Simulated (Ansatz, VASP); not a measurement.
# As in VASP and in Ansatz

File INCAR:

```
SYSTEM = As
ALGO     = Normal         ! electronic algorithm
EDIFF    = 1E-7           ! SCF threshold, eV
ENCUT    = 520            ! plane-wave cutoff, eV
GGA      = PS             ! functional
ISIF     = 2              ! what is computed and relaxed
ISMEAR   = 0              ! smearing method
LASPH    = .TRUE.         ! aspherical terms in the spheres
LCHARG   = .FALSE.        ! write CHGCAR
LREAL    = .FALSE.        ! projectors in reciprocal space
LWAVE    = .FALSE.        ! write WAVECAR
NBANDS   = 18             ! bands
NELM     = 80             ! most SCF steps
PREC     = Accurate       ! precision mode
SIGMA    = 0.15           ! smearing width, eV
```

Contents of KPOINTS:

```
k-points
0
G
  11 11 8
  0 0 0
```

File POSCAR:

```
As
1.0
    1.8259429108     -5.6934005771      0.0000000000
    1.8259429108      5.6934005771      0.0000000000
    0.0000000000      0.0000000000      4.7398728700
As
4
Direct
    0.1045582800      0.8954417200      0.0735437500
    0.8954417200      0.1045582800      0.9264562500
    0.3954417200      0.6045582800      0.5735437500
    0.6045582800      0.3954417200      0.4264562500
```

Input for Ansatz:

```yaml
crystal:
  lattice:
    - [1.8259429108, -5.6934005771, 0.0]
    - [1.8259429108, 5.6934005771, 0.0]
    - [0.0, 0.0, 4.73987287]
  atoms:
    - { symbol: As, position: [0.10455828, 0.89544172, 0.07354375] }
    - { symbol: As, position: [0.89544172, 0.10455828, 0.92645625] }
    - { symbol: As, position: [0.39544172, 0.60455828, 0.57354375] }
    - { symbol: As, position: [0.60455828, 0.39544172, 0.42645625] }
hamiltonian:
  xc: pbesol
  pseudopotentials: { kind: all_electron, lapw: { muffin_tin_radii: { As: 1.095 } } }
kpoints:
  mp_grid: { grid: [11, 11, 8] }
scf:
  occupations: { method: gaussian, width: 0.15 }
  convergence: { dr2_threshold: 1.0e-09 }
output:
  eigenvalues: true
  forces: true
basis:
  ecutwfc: 220
```

This isn't the form of As at room conditions, which is rhombohedral.

Alike in both runs: task single point; functional PBEsol; k mesh 11 × 11 × 8; occupations gaussian, width 0.15 eV; no spin polarisation.

```csv
,VASP,Ansatz
version,VASP 6.6.1,Ansatz 0.2.0
potentials or method,"VASP PAW PBE potentials, release 64 (As)","all-electron LAPW, scalar-relativistic"
plane-wave cutoff (eV),520,see its input
```

Ansatz gave:

```
gap on the k mesh at the Fermi level (eV) : 0.04
least direct gap on the mesh (eV)         : 0.07
rms of the force components (eV/Å)        : 0.099
```

**Question.** Which values does VASP return?

**Answer.** gap on the k mesh at the Fermi level (eV): 0.03; least direct gap on the mesh (eV): 0.05; rms of the force components (eV/Å): 0.144.

Atom by atom the forces differ by 0.046 eV/Å (rms over components). Ansatz ran all-electron here, so the differences hold the error of VASP's frozen core and of both bases.

Caveats: the PAW data sets were made with another functional, which shifts forces and pressure a little (VASP); an odd mesh through Γ misses points on the zone boundary, where band edges often lie.
